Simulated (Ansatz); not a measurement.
## Ti in Ansatz: the effect of functional

Ti:

```
Ti
1.0
     4.53672    0.00000    0.00000
    -2.26836    3.92892    0.00000
     0.00000    0.00000    2.80728
Ti
3
Direct
  0.66667 0.33333 0.50000
  0.33333 0.66667 0.50000
  0.00000 0.00000 0.00000
```

This isn't the form of Ti at room conditions, which is hcp.

The cell isn't the ideal one: volume scaled by 0.98.

Alike in all runs:

| Quantity | Value |
| --- | --- |
| Program | Ansatz 0.2.0 |
| Task | single point |
| Potentials or basis | Ansatz PAW |
| k mesh | 7 × 7 × 9 |
| Occupations | fermi-dirac, width 0.05 eV |
| Spin | no spin polarisation |

```tsv
functional	cutoff	pressure (GPa)
LDA	420 eV (not typed: the program's choice for these potentials)	-6.0
PBEsol	420 eV (not typed: the program's choice for these potentials)	-1.5
r2SCAN	500 eV (not typed: the program's choice for these potentials)	?
```

Task: What does the run with functional r2SCAN give?

Result: Pressure 2.4 GPa.

Caveats: the PAW data sets come from PBE, with cores solved anew for the run's functional, which leaves a small shift of forces and pressure.
